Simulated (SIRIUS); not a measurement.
Write the native input for SIRIUS 7.12.0 that does the following.

```
Task                                        : band structure
Functional                                  : PBE
Potentials or basis                         : all-electron FP-LAPW (Koelling-Harmon valence)
Cutoff                                      : 198 eV
Basis                                       : apw+lo standard
k mesh                                      : 10 × 10 × 8
Occupations                                 : fermi-dirac, width 0.05 eV
Spin                                        : no spin polarisation
Muffin tin radii                            : B 1.7, Zr 2.48 bohr
Basis cutoff (gk_cutoff)                    : 3.82 1/bohr
Cutoff of density and potential (pw_cutoff) : 20 1/bohr
lmax of the basis                           : 11
lmax of density and potential               : 8
Valence relativity                          : koelling_harmon
Core states                                 : B 1s, Zr 1s2s2p3s3p
Local orbitals (radial functions)           : B 10, Zr 14
Reference energy of the basis               : 0.44 Ha
Smallest sphere radius times basis cutoff   : 6.49
Core relativity                             : dirac
Start of the SCF                            : LDA density
```

The system is ZrB2.

```
Zr B
1.0
     3.17000    0.00000    0.00000
    -1.58500    2.74530    0.00000
     0.00000    0.00000    3.53300
Zr B
1 2
Direct
  0.00000 0.00000 0.00000
  0.66667 0.33333 0.50000
  0.33333 0.66667 0.50000
```

These files were run (other wordings do the same):

sirius.json

```json
{
  "control": {
    "processing_unit": "cpu",
    "std_evp_solver_name": "lapack",
    "gen_evp_solver_name": "lapack",
    "verbosity": 2,
    "print_forces": true,
    "ortho_rf": true,
    "use_second_variation": true,
    "rmt_max": 3.0,
    "num_bands_to_print": 24,
    "save_wf": true
  },
  "parameters": {
    "electronic_structure_method": "full_potential_lapwlo",
    "xc_functionals": ["XC_GGA_X_PBE", "XC_GGA_C_PBE"],
    "core_relativity": "dirac",
    "valence_relativity": "koelling_harmon",
    "num_fv_states": 24,
    "smearing": "fermi_dirac",
    "smearing_width": 0.0018374661,
    "pw_cutoff": 20,
    "gk_cutoff": 3.82,
    "lmax_apw": 11,
    "lmax_rho": 8,
    "lmax_pot": 8,
    "num_mag_dims": 0,
    "auto_rmt": 0,
    "ngridk": [10, 10, 8],
    "shiftk": [0, 0, 0],
    "num_dft_iter": 80,
    "energy_tol": 1e-07,
    "density_tol": 1e-05,
    "use_symmetry": true
  },
  "settings": {"tol_ne": 1e-10},
  "iterative_solver": {"type": "exact"},
  "mixer": {"type": "anderson", "beta": 0.5, "max_history": 8},
  "unit_cell": {
    "lattice_vectors": [[5.9904318151, 0.0, 0.0], [-2.9952159075, 5.1878661315, 0.0], [0.0, 0.0, 6.6764023983]],
    "atom_types": ["B", "Zr"],
    "atom_files": {"B": "B.json", "Zr": "Zr.json"},
    "atoms": {"B": [[0.6666666667, 0.3333333333, 0.5], [0.3333333333, 0.6666666667, 0.5]], "Zr": [[0.0, 0.0, 0.0]]}
  }
}
```

B.json

```json
{
  "name": "boron",
  "symbol": "B",
  "number": 5,
  "mass": 10.811,
  "rmin": 1e-06,
  "rmt": 1.7,
  "nrmt": 800,
  "rinf": 17.81,
  "core": "1s",
  "valence": [
    {"basis": [{"enu": 0.24, "dme": 0, "n": 0, "auto": 0}, {"enu": 0.24, "dme": 1, "n": 0, "auto": 0}]},
    {"l": 0, "n": 1, "basis": [{"enu": 0.2859, "dme": 0, "n": 0, "auto": 0}]},
    {"l": 1, "n": 2, "basis": [{"enu": 0.34, "dme": 0, "n": 0, "auto": 0}]},
    {"l": 2, "n": 3, "basis": [{"enu": 0.34, "dme": 0, "n": 0, "auto": 0}]},
    {"l": 3, "n": 4, "basis": [{"enu": 0.34, "dme": 0, "n": 0, "auto": 0}]}
  ],
  "lo": [
    {
      "l": 0,
      "basis": [{"enu": 0.2859, "dme": 0, "n": 0, "auto": 0}, {"enu": 0.2859, "dme": 1, "n": 0, "auto": 0}]
    },
    {
      "l": 0,
      "basis": [{"enu": 0.2859, "dme": 1, "n": 0, "auto": 0}, {"enu": 0.2859, "dme": 2, "n": 0, "auto": 0}]
    },
    {
      "l": 0,
      "basis": [{"enu": 0.2859, "dme": 0, "n": 0, "auto": 0}, {"enu": 4.4381, "dme": 0, "n": 0, "auto": 0}]
    },
    {"l": 1, "basis": [{"enu": 0.34, "dme": 0, "n": 0, "auto": 0}, {"enu": 0.34, "dme": 1, "n": 0, "auto": 0}]},
    {"l": 1, "basis": [{"enu": 0.34, "dme": 1, "n": 0, "auto": 0}, {"enu": 0.34, "dme": 2, "n": 0, "auto": 0}]},
    {"l": 1, "basis": [{"enu": 0.34, "dme": 0, "n": 0, "auto": 0}, {"enu": 5.1151, "dme": 0, "n": 0, "auto": 0}]},
    {"l": 2, "basis": [{"enu": 0.34, "dme": 0, "n": 0, "auto": 0}, {"enu": 0.34, "dme": 1, "n": 0, "auto": 0}]},
    {"l": 2, "basis": [{"enu": 0.34, "dme": 1, "n": 0, "auto": 0}, {"enu": 0.34, "dme": 2, "n": 0, "auto": 0}]},
    {"l": 2, "basis": [{"enu": 0.34, "dme": 0, "n": 0, "auto": 0}, {"enu": 5.7379, "dme": 0, "n": 0, "auto": 0}]},
    {"l": 3, "basis": [{"enu": 0.34, "dme": 0, "n": 0, "auto": 0}, {"enu": 0.34, "dme": 1, "n": 0, "auto": 0}]}
  ],
  "free_atom": [... radial grid and density of the free atom, the start of the SCF ...]
}
```

Zr.json

```json
{
  "name": "zirconium",
  "symbol": "Zr",
  "number": 40,
  "mass": 91.224,
  "rmin": 1e-06,
  "rmt": 2.48,
  "nrmt": 800,
  "rinf": 17.42,
  "core": "1s2s2p3s3p",
  "valence": [
    {"basis": [{"enu": 0.24, "dme": 0, "n": 0, "auto": 0}, {"enu": 0.24, "dme": 1, "n": 0, "auto": 0}]},
    {"l": 0, "n": 1, "basis": [{"enu": 0.34, "dme": 0, "n": 0, "auto": 0}]},
    {"l": 1, "n": 2, "basis": [{"enu": 0.34, "dme": 0, "n": 0, "auto": 0}]},
    {"l": 2, "n": 3, "basis": [{"enu": 0.34, "dme": 0, "n": 0, "auto": 0}]},
    {"l": 3, "n": 4, "basis": [{"enu": 0.34, "dme": 0, "n": 0, "auto": 0}]}
  ],
  "lo": [
    {"l": 0, "basis": [{"enu": 0.34, "dme": 0, "n": 0, "auto": 0}, {"enu": 0.34, "dme": 1, "n": 0, "auto": 0}]},
    {
      "l": 0,
      "basis": [{"enu": -1.5212, "dme": 0, "n": 4, "auto": 1}, {"enu": -1.5212, "dme": 1, "n": 4, "auto": 1}]
    },
    {
      "l": 0,
      "basis": [{"enu": -1.5212, "dme": 1, "n": 4, "auto": 1}, {"enu": 0.34, "dme": 0, "n": 0, "auto": 0}]
    },
    {"l": 0, "basis": [{"enu": 0.34, "dme": 0, "n": 0, "auto": 0}, {"enu": 2.9415, "dme": 0, "n": 0, "auto": 0}]},
    {"l": 1, "basis": [{"enu": 0.34, "dme": 0, "n": 0, "auto": 0}, {"enu": 0.34, "dme": 1, "n": 0, "auto": 0}]},
    {
      "l": 1,
      "basis": [{"enu": -0.7159, "dme": 0, "n": 4, "auto": 1}, {"enu": -0.7159, "dme": 1, "n": 4, "auto": 1}]
    },
    {
      "l": 1,
      "basis": [{"enu": -0.7159, "dme": 1, "n": 4, "auto": 1}, {"enu": 0.34, "dme": 0, "n": 0, "auto": 0}]
    },
    {"l": 1, "basis": [{"enu": 0.34, "dme": 0, "n": 0, "auto": 0}, {"enu": 3.3317, "dme": 0, "n": 0, "auto": 0}]},
    {"l": 2, "basis": [{"enu": 0.34, "dme": 0, "n": 0, "auto": 0}, {"enu": 0.34, "dme": 1, "n": 0, "auto": 0}]},
    {"l": 2, "basis": [{"enu": 0.34, "dme": 1, "n": 0, "auto": 0}, {"enu": 0.34, "dme": 2, "n": 0, "auto": 0}]},
    {
      "l": 2,
      "basis": [{"enu": -5.9526, "dme": 0, "n": 3, "auto": 1}, {"enu": -5.9526, "dme": 1, "n": 3, "auto": 1}]
    },
    {"l": 2, "basis": [{"enu": 0.34, "dme": 0, "n": 0, "auto": 0}, {"enu": 2.8764, "dme": 0, "n": 0, "auto": 0}]},
    {"l": 3, "basis": [{"enu": 0.34, "dme": 0, "n": 0, "auto": 0}, {"enu": 0.34, "dme": 1, "n": 0, "auto": 0}]},
    {"l": 3, "basis": [{"enu": 0.34, "dme": 0, "n": 0, "auto": 0}, {"enu": 3.1691, "dme": 0, "n": 0, "auto": 0}]}
  ],
  "free_atom": [... radial grid and density of the free atom, the start of the SCF ...]
}
```

sirius_start.json

```json
{
  "control": {
    "processing_unit": "cpu",
    "std_evp_solver_name": "lapack",
    "gen_evp_solver_name": "lapack",
    "verbosity": 1,
    "print_forces": false,
    "ortho_rf": true,
    "use_second_variation": true,
    "rmt_max": 3.0,
    "num_bands_to_print": 24,
    "save_wf": false
  },
  "parameters": {
    "electronic_structure_method": "full_potential_lapwlo",
    "xc_functionals": ["XC_LDA_X", "XC_LDA_C_PW"],
    "core_relativity": "dirac",
    "valence_relativity": "koelling_harmon",
    "num_fv_states": 24,
    "smearing": "fermi_dirac",
    "smearing_width": 0.0055123983,
    "pw_cutoff": 20,
    "gk_cutoff": 3.06,
    "lmax_apw": 11,
    "lmax_rho": 8,
    "lmax_pot": 8,
    "num_mag_dims": 0,
    "auto_rmt": 0,
    "ngridk": [4, 4, 3],
    "shiftk": [0, 0, 0],
    "num_dft_iter": 30,
    "energy_tol": 0.01,
    "density_tol": 0.05,
    "use_symmetry": true
  },
  "settings": {"tol_ne": 1e-10},
  "iterative_solver": {"type": "exact"},
  "mixer": {"type": "anderson", "beta": 0.5, "max_history": 8},
  "unit_cell": {
    "lattice_vectors": [[5.9904318151, 0.0, 0.0], [-2.9952159075, 5.1878661315, 0.0], [0.0, 0.0, 6.6764023983]],
    "atom_types": ["B", "Zr"],
    "atom_files": {"B": "B.json", "Zr": "Zr.json"},
    "atoms": {"B": [[0.6666666667, 0.3333333333, 0.5], [0.3333333333, 0.6666666667, 0.5]], "Zr": [[0.0, 0.0, 0.0]]}
  }
}
```

sirius_bands.json

```json
{
  "control": {
    "processing_unit": "cpu",
    "std_evp_solver_name": "lapack",
    "gen_evp_solver_name": "lapack",
    "verbosity": 2,
    "print_forces": true,
    "ortho_rf": true,
    "use_second_variation": true,
    "rmt_max": 3.0,
    "num_bands_to_print": 24,
    "save_wf": true
  },
  "parameters": {
    "electronic_structure_method": "full_potential_lapwlo",
    "xc_functionals": ["XC_GGA_X_PBE", "XC_GGA_C_PBE"],
    "core_relativity": "dirac",
    "valence_relativity": "koelling_harmon",
    "num_fv_states": 24,
    "smearing": "fermi_dirac",
    "smearing_width": 0.0018374661,
    "pw_cutoff": 20,
    "gk_cutoff": 3.82,
    "lmax_apw": 11,
    "lmax_rho": 8,
    "lmax_pot": 8,
    "num_mag_dims": 0,
    "auto_rmt": 0,
    "ngridk": [10, 10, 8],
    "shiftk": [0, 0, 0],
    "num_dft_iter": 80,
    "energy_tol": 1e-07,
    "density_tol": 1e-05,
    "use_symmetry": true
  },
  "settings": {"tol_ne": 1e-10},
  "iterative_solver": {"type": "exact"},
  "mixer": {"type": "anderson", "beta": 0.5, "max_history": 8},
  "unit_cell": {
    "lattice_vectors": [[5.9904318151, 0.0, 0.0], [-2.9952159075, 5.1878661315, 0.0], [0.0, 0.0, 6.6764023983]],
    "atom_types": ["B", "Zr"],
    "atom_files": {"B": "B.json", "Zr": "Zr.json"},
    "atoms": {"B": [[0.6666666667, 0.3333333333, 0.5], [0.3333333333, 0.6666666667, 0.5]], "Zr": [[0.0, 0.0, 0.0]]}
  },
  "kpoints_rel": {
    "G": [0.0, 0.0, 0.0],
    "A": [0.0, 0.0, 0.5],
    "H": [0.3333333333, 0.3333333333, 0.5],
    "K": [0.3333333333, 0.3333333333, 0.0],
    "L": [0.5, 0.0, 0.5],
    "M": [0.5, 0.0, 0.0]
  },
  "kpoints_path": ["G", "M", "K", "G", "A", "L", "H", "A"]
}
```

Potentials or basis: all-electron FP-LAPW (Koelling-Harmon valence), apw+lo standard.

The run is started by

```sh
$ OMP_NUM_THREADS=1 sirius.scf --input=sirius_start.json --output=start.json
$ OMP_NUM_THREADS=1 sirius.scf --input=sirius.json --output=output.json --task=1
$ OMP_NUM_THREADS=1 sirius.scf --input=sirius_bands.json --output=bands_out.json --task=2
```

Results of the run:

```yaml
Band_gap_along_the_path: none (metal or under the smearing width)
All_electrons_inside_the_program's_atomic_spheres: Zr 37.87; B 3.80 (radii B 1.7, Zr 2.48 bohr)
```

Wall time 87 s on 1 thread of Arm Neoverse V2, on a shared host, peak memory 0.59 GiB.
